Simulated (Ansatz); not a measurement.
Structure from Materials Project entry mp-100 (possibly hypothetical), not relaxed further. The listed cell was then made from it by scaling, straining or moving an atom.

An input for Hf: DFT, LDA, all-electron LAPW, scalar-relativistic (Ansatz 0.2.0).

Command: `ansatz run input.yaml --threads 1 --pin off --max-ram 2048MiB --backend cpu --events-out ev --progress --plain --runs-dir out` The run took about 6.8 s on 1 thread of a shared machine.

```yaml
crystal:
  lattice:
    - [-1.7375288132, 1.7375288132, 1.7375288132]
    - [1.7375288132, -1.7375288132, 1.7375288132]
    - [1.7375288132, 1.7375288132, -1.7375288132]
  atoms:
    - { symbol: Hf, position: [0.0, 0.0, 0.0] }
kpoints:
  mp_grid: { grid: [14, 14, 14] }
scf:
  occupations: { method: fermi_dirac, width: 0.05 }
hamiltonian:
  xc: lda
  pseudopotentials: { kind: all_electron, lapw: { basis_error: 0.0005 } }
output:
  forces: true
  stress: true
  eigenvalues: true
```

Set-up and iterations as logged by Ansatz (the results part is left out, to be predicted):

```
LAPW: plane waves up to 8.181 Å⁻¹, error target 5.0e-4 eV per atom; small_component_spin mean_spin; Hf in spheres of 1.505 Å, 36 of its electrons in bands, Dirac shells []
Engine: ansatz 0.2.0
Pseudopotentials: kind: all_electron
Pseudopotential: Hf, LAPW, valence charge 36, Koelling and Harmon's equation, gaussian nucleus
Functional definition: SPW92
  exchange = slater_x
  correlation = pw_c
Crystal: 1 atoms, lattice volume = 20.982 Å³
Basis set: ecut = 255.01472282827217 eV, 201 PW (Γ), exchange–correlation at level 2
Bands: 22, of which v1, the nominal top of the filled ones, is band 18 counted from 1 (17 counted from 0)
Symmetry: 48 space group operations
Space group: Im-3m (ITA 229), of the structure as read, at distance tolerance 2.8e-5 Å
k-points: 104 of 2744
Non-local potential: Hf, projectors of the file, none
Initial density: superposition of atomic densities (chi_scale 0.1, normalization cell)
Initial wavefunctions: plane waves of lowest kinetic energy (no species holds an atomic orbital)
Functional: x = slater, c = lda
iter 1 solved again at ethr=1.46e-4 eV; its pass at ethr=1.00e-1 eV (dr2=5.24e-2 eV) is discarded
SCF iter   1: F=—  HF=-410005.874662 eV  |F-HF|=—  |Δ(HF+E_count)|=         —  Δρ=1.74e-2  dr2=5.28e-2  ethr=1.46e-4  ⟨swp⟩=2.9  Hψ=14644  notcnv=0
SCF iter   2: F=—  HF=-410005.796196 eV  |F-HF|=—  |Δ(HF+E_count)|=   7.85e-2  Δρ=9.20e-3  dr2=1.71e-2  ethr=1.46e-4  ⟨swp⟩=2.0  Hψ=7277  notcnv=0
SCF iter   3: F=—  HF=-410005.779328 eV  |F-HF|=—  |Δ(HF+E_count)|=   1.69e-2  Δρ=7.41e-3  dr2=1.18e-2  ethr=4.76e-5  ⟨swp⟩=2.0  Hψ=6898  notcnv=0
SCF iter   4: F=—  HF=-410005.776198 eV  |F-HF|=—  |Δ(HF+E_count)|=   3.13e-3  Δρ=4.85e-3  dr2=5.54e-3  ethr=3.28e-5  ⟨swp⟩=2.0  Hψ=6898  notcnv=0
SCF iter   5: F=—  HF=-410005.775304 eV  |F-HF|=—  |Δ(HF+E_count)|=   8.94e-4  Δρ=1.51e-3  dr2=6.34e-4  ethr=1.54e-5  ⟨swp⟩=2.0  Hψ=6816  notcnv=0
iter 6 solved again at ethr=5.93e-8 eV; its pass at ethr=1.76e-6 eV (dr2=2.14e-5 eV) is discarded
SCF iter   6: F=—  HF=-410005.775293 eV  |F-HF|=—  |Δ(HF+E_count)|=   1.04e-5  Δρ=2.97e-4  dr2=2.13e-5  ethr=5.93e-8  ⟨swp⟩=2.0  Hψ=11610  notcnv=0
SCF iter   7: F=—  HF=-410005.775293 eV  |F-HF|=—  |Δ(HF+E_count)|=   2.97e-7  Δρ=4.92e-5  dr2=4.35e-7  ethr=5.93e-8  ⟨swp⟩=2.0  Hψ=6897  notcnv=0
SCF iter   8: F=-410005.775293 eV  HF=-410005.775293 eV  |F-HF|=5.24e-10  |Δ(HF+E_count)|=   4.15e-8  Δρ=7.54e-6  dr2=6.67e-9  ethr=1.21e-9  ⟨swp⟩=2.0  Hψ=6897  notcnv=0
```

**Question.** What pressure will this run report?

**Answer.** -3.03 GPa (positive in compression).
